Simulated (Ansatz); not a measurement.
Input and command of a plane-wave DFT calculation in Ansatz:

```yaml
crystal:
  lattice:
    - [2.9916, 0.0, 0.0]
    - [0.0, 2.9916, 0.0]
    - [0.0, 0.0, 2.9916]
  atoms:
    - { symbol: Al, position: [-0.1418184479, -0.1418184479, -0.1002807862] }
    - { symbol: Ru, position: [0.5, 0.5, 0.5] }
basis:
  ecutwfc: 420
kpoints:
  mp_grid: { grid: [16, 16, 16] }
hamiltonian:
  xc: pbe
scf:
  occupations: { method: gaussian, width: 0.15 }
output:
  forces: true
  stress: true
  eigenvalues: true
```

```bash
ansatz run input.yaml --threads 1 --pin off --max-ram 2560MiB --backend cpu --events-out ev --progress --plain --runs-dir out
```

Processor: AMD EPYC 7R43 64-Core Processor (Zen 3), 1 thread, on a host shared with other jobs.

Estimate time, memory and problem size.

About 27 s on 1 thread of AMD EPYC 7R43 64-Core Processor (Zen 3), on a shared host, peak memory 0.78 GiB. It solves 14 bands at 1098 k points (the mesh reduced by symmetry) with about 485 plane waves, in 6 SCF iterations.
